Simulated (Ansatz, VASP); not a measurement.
## MgO in VASP and in Ansatz

Contents of INCAR:

```
ALGO = Normal ; EDIFF = 1E-6
ENCUT = 520 ; GGA = PS
ISIF = 2 ; ISMEAR = 0
LASPH = T ; LCHARG = T
LELF = T ; LREAL = F
LVHAR = T ; LWAVE = F
NBANDS = 16 ; NELM = 60
PREC = Accurate ; SIGMA = 0.05
```

Contents of KPOINTS:

```
k-points
0
Gamma
  9 9 6
```

POSCAR

```
MgO
1.0
    3.4540523579      0.0000000000      0.0000000000
   -1.7270261790      2.9912970879      0.0000000000
    0.0000000000      0.0000000000      4.2924500482
Mg O
2 2
Direct
    0.6505427316      0.3010854632      0.7500000000
    0.3494572684      0.6989145368      0.2500000000
    0.6785385383      0.3570770766      0.2500000000
    0.3214614617      0.6429229234      0.7500000000
```

Input for Ansatz:

```yaml
crystal:
  lattice:
    - [3.4540523579, 0.0, 0.0]
    - [-1.727026179, 2.9912970879, 0.0]
    - [0.0, 0.0, 4.2924500482]
  atoms:
    - { symbol: Mg, position: [0.6505427316, 0.3010854632, 0.75] }
    - { symbol: Mg, position: [0.3494572684, 0.6989145368, 0.25] }
    - { symbol: O, position: [0.6785385383, 0.3570770766, 0.25] }
    - { symbol: O, position: [0.3214614617, 0.6429229234, 0.75] }
basis:
  ecutwfc: 520.0
kpoints:
  mp_grid: { grid: [9, 9, 6] }
hamiltonian:
  xc: pbesol
  pseudopotentials: { kind: paw, azcp: { folder: soft_1 } }
scf:
  occupations: { method: gaussian, width: 0.05 }
output:
  forces: true
  stress: true
  eigenvalues: true
```

Change from the starting cell: mode 5 frozen in at -0.098 Å, strain +e along z and -e/2 along x and y +0.0233.

Alike in both runs: task single point; functional PBEsol; k mesh 9 × 9 × 6; occupations gaussian, width 0.05 eV; no spin polarisation.

|  | VASP | Ansatz |
| --- | --- | --- |
| version | VASP 6.6.1 | Ansatz 0.2.0 |
| potentials or method | VASP PAW PBE potentials, release 64 (Mg, O) | scalar-relativistic, plane waves, PAW |
| plane-wave cutoff (eV) | 520 | 520 |
| valence electrons in the cell | 16 | 32 |

Ansatz gave:

| Quantity | Value |
| --- | --- |
| gap on the k mesh at the Fermi level (eV) | 3.18 |
| least direct gap on the mesh (eV) | 3.18 |
| pressure (GPa) | 0.3 |
| largest component of the traceless stress (GPa) | 3.06 |
| rms of the force components (eV/Å) | 0.342 |

Question: Which values does VASP return?

Answer: gap on the k mesh at the Fermi level (eV): 3.17; least direct gap on the mesh (eV): 3.17; pressure (GPa): -0.1; largest component of the traceless stress (GPa): 3.16; rms of the force components (eV/Å): 0.346.

Atom by atom the forces differ by 0.004 eV/Å (rms over components). The two sets of potentials don't hold the same shells in valence. Ansatz warned: «pseudo_functional_mismatch».

Caveats: the PAW data sets were made with another functional, which shifts forces and pressure a little (VASP).
